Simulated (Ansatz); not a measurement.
Crystal: SnSe.

```
Sn Se
1.0
     0.00000    3.01000    3.01000
     3.01000    0.00000    3.01000
     3.01000    3.01000    0.00000
Sn Se
1 1
Cartesian
  0.0000 0.0000 0.0000
  3.0100 3.0100 3.0100
```

Measurements of this composition are mostly on another form, of space group No. 62.

A run of Ansatz 0.2.0 on this cell left the log below. Logs are shortened: lines on timing, memory, paths and dates and some standing lists are left out, and cuts for length are marked.

```text
Warning: RAYON_NUM_THREADS=2 ignored (pool sized by the plan → 2); use --threads N
Engine: ansatz 0.2.0, x86_64-unknown-linux-gnu
Pseudopotentials: kind: paw
Pseudopotential: Sn, paw, valence charge 14, recommended cutoff 420 eV (normal), Sn.paw.azcp
Pseudopotential: Se, paw, valence charge 16, recommended cutoff 420 eV (normal), Se.paw.azcp
Functional definition: PBE
  parameter kappa = 0.804
  parameter beta = 0.06672455060314922
  exchange = pbe_x(kappa = kappa, mu = beta*pi^2/3)
  correlation = pbe_c(beta = beta)
Crystal: 2 atoms, lattice volume = 54.542 Å³
Basis set: ecut = 420 eV, 1067 PW (Γ), exchange–correlation on 60×60×60 points (8 copies of the dense FFT grid, shifted against one another)
Bands: 19, of which v1, the nominal top of the filled ones, is band 15 counted from 1 (14 counted from 0)
Symmetry: 48 space group operations
Space group: Fm-3m (ITA 225), of the structure as read, at distance tolerance 3.8e-5 Å
k-points: 29 of 512
Non-local potential: Sn, projectors of the file, l = 0: 2, l = 1: 2, l = 2: 2, l = 3: 2
Non-local potential: Se, projectors of the file, l = 0: 2, l = 1: 2, l = 2: 3, l = 3: 1
PAW form: soft (Blöchl's): semilocal exchange-correlation on the pseudo side does not see the compensation charge
PAW one-centre angular grid: Sn, 590 points (default); XC on 64 Gauss nodes
PAW one-centre angular grid: Se, 590 points (default); XC on 64 Gauss nodes
Initial density: superposition of atomic densities (neutral atoms: chi_scale 0, normalization atom), corrected by the library's trained network
Initial wavefunctions: pseudopotential atomic-orbital guess
Functional: x = pbe(κ = 0.804, μ = 0.2195149727645171), c = pbe(β = 0.06672455060314922)
SCF iter   1: F=—  HF=-11494.162277 eV  |F-HF|=—  |Δ(HF+E_count)|=         —  Δρ=4.32e-4  dr2=4.46e-5  ethr=1.77e-3  ⟨swp⟩=5.9  Hψ=2651  notcnv=0
preconditioner: auto → none  [insulator: Δε(μ)=0.582 eV  Ē_g=17.403 eV  σ=0.050 eV  W_gap=0.99  n_scr=14 (ndim 8)  ℏωp=22.5 eV  f_vac=0.016  D(μ)=0.00/eV (n_scr^D=0)  ε∞_Penn≈2.7]
SCF iter   2: F=—  HF=-11494.161413 eV  |F-HF|=—  |Δ(HF+E_count)|=   8.64e-4  Δρ=3.38e-4  dr2=3.89e-5  ethr=1.49e-7  ⟨swp⟩=3.0  Hψ=1313  notcnv=0
SCF iter   3: F=—  HF=-11494.161417 eV  |F-HF|=—  |Δ(HF+E_count)|=   3.32e-6  Δρ=1.95e-4  dr2=1.05e-5  ethr=1.30e-7  ⟨swp⟩=2.8  Hψ=1107  notcnv=0
SCF iter   4: F=—  HF=-11494.161437 eV  |F-HF|=—  |Δ(HF+E_count)|=   2.03e-5  Δρ=6.03e-5  dr2=1.19e-6  ethr=3.51e-8  ⟨swp⟩=2.0  Hψ=987  notcnv=0
[... 38 lines left out ...]
Free energy (F): -11494.164296 eV
Harris-Foulkes:  -11494.164296 eV  (|F-HF|=7.64e-11)
Internal energy: -11494.164219 eV  (E = F + TS)
E sigma→0 (E₀):  -11494.164257 eV
Entropy (-TS):   -0.000076 eV (-0.038 meV/atom)
Fermi energy:    9.068208 eV
--- Per-component energies (eV) ---
  E_band       = -483.369559
  E_kinetic    = 302.689405
  E_local      = -3354.277572  (includes V_loc(G=0)·N_el)
  E_nonlocal   = -628.561038
  E_hartree    = 1760.852473
  E_xc         = -487.393342
  E_vxc        = -194.552420  (∫ρ·V_xc dr)
  E_paw        = -6043.913163  (= ΣΔE_a)
  E_vpaw       = -130.372408  (= ΣTr[D̂ρ^β])
  E_aug_tail   = -0.000548  (compensation charges beyond the density's cutoff)
  E_ewald      = -3043.560434
  E_smearing   = -0.000076  (= −TS)
  E_closure    = -0.000000  (closes the sum)
  Σ components = -11494.164296   (vs F -11494.164296, Δ=0.00e0)
--- Forces (eV/Å), atoms counted from 1 ---
  atom   1  Sn    -0.00000000     0.00000000    -0.00000000
  atom   2  Se     0.00000000    -0.00000000    -0.00000000
  max |Σ_I F_I| component: 1.43e-30 eV/Å
--- Stress (GPa, compression-positive) ---
       -0.011160      -0.000000      -0.000000
       -0.000000      -0.011160       0.000000
       -0.000000       0.000000      -0.011160
  P = ⅓ Tr σ = -0.0112 GPa (-0.112 kbar)
--- Band table (eV; the first three rows and the last of 29) ---
  k-point 0: bands = ["-38.8137", "-38.8137", "-38.8122", "-38.8122", "-38.8122", "-12.8030", "-12.8030", "-12.8030", "-12.7998", "-12.7998", "-4.9326", "3.6862", "6.6752", "6.6752", "6.6752", "13.0610", "13.0610", "13.0610", "14.7064"]
  k-point 1: bands = ["-38.8137", "-38.8137", "-38.8122", "-38.8122", "-38.8122", "-12.8027", "-12.8024", "-12.8024", "-12.7998", "-12.7998", "-4.8275", "3.1466", "6.6946", "6.6946", "7.1000", "12.2131", "12.3596", "12.3596", "14.6806"]
  k-point 2: bands = ["-38.8137", "-38.8137", "-38.8122", "-38.8122", "-38.8122", "-12.8043", "-12.8043", "-12.8018", "-12.7963", "-12.7963", "-4.5453", "2.1200", "6.7600", "6.7600", "7.8166", "10.9297", "11.2410", "11.2410", "14.9725"]
  k-point 28: bands = ["-38.8137", "-38.8137", "-38.8121", "-38.8121", "-38.8121", "-12.8172", "-12.7989", "-12.7981", "-12.7981", "-12.7869", "-3.7553", "1.9560", "4.2230", "4.2230", "7.9997", "10.2925", "13.5397", "13.5397", "15.9753"]
--- Relaxed structure (3 steps of the walk, 3 accepted, 1 SCFs on fresh bases) ---
  F+E_penalty+E_count = -11494.16429557 eV   max|allowed force component| = 1.101e-30 eV/Å   (the final SCF, on the basis selected at the relaxed cell)
  cell:  # Å, volume = 55.5602 Å³
    - [-3.0572232197373543e-34, 3.0286179688139265, 3.0286179688139265]
    - [3.0286179688139265, -1.2738430082238977e-34, 3.0286179688139265]
    - [3.0286179688139265, 3.0286179688139265, -2.292917414803015e-34]
  atoms:
    - { symbol: Sn, position: [-4.998779963626554e-36, 7.998047941804427e-36, 4.665527966051017e-36] }
    - { symbol: Se, position: [0.5, 0.5, 0.5] }
```

Problem. What input gives this log?

Solution. Relaxation of cell and atoms with PBE, no spin polarisation. The files as run (others can give the same):

input.yaml
```yaml
crystal:
  lattice:
    - [0.0, 3.01, 3.01]
    - [3.01, 0.0, 3.01]
    - [3.01, 3.01, 0.0]
  atoms:
    - { symbol: Sn, position: [0.0, 0.0, 0.0] }
    - { symbol: Se, position: [0.5, 0.5, 0.5] }
hamiltonian:
  xc: pbe
  pseudopotentials: { kind: paw }
kpoints:
  mp_grid: { grid: [8, 8, 8] }
scf:
  occupations: { method: fermi_dirac, width: 0.05 }
output:
  forces: true
  stress: true
  eigenvalues: true
  write_density: true
  write_potential: true
  elf: true
  volumetric_format: npy
relax:
  f_tol: 0.01
  max_steps: 40
  cell: { stress_tol: 0.05 }
```

Potentials or basis: Ansatz PAW.
Launch:
```bash
$ ansatz run input.yaml --threads 2 --pin off --max-ram 5632MiB --backend cpu --events-out ev --progress --plain --runs-dir out
```

Caveat: the plane-wave basis is chosen anew once the cell has moved, so the energies of steps on either side of that aren't comparable; spin-orbit coupling is left out, which moves the levels of the heavy elements.
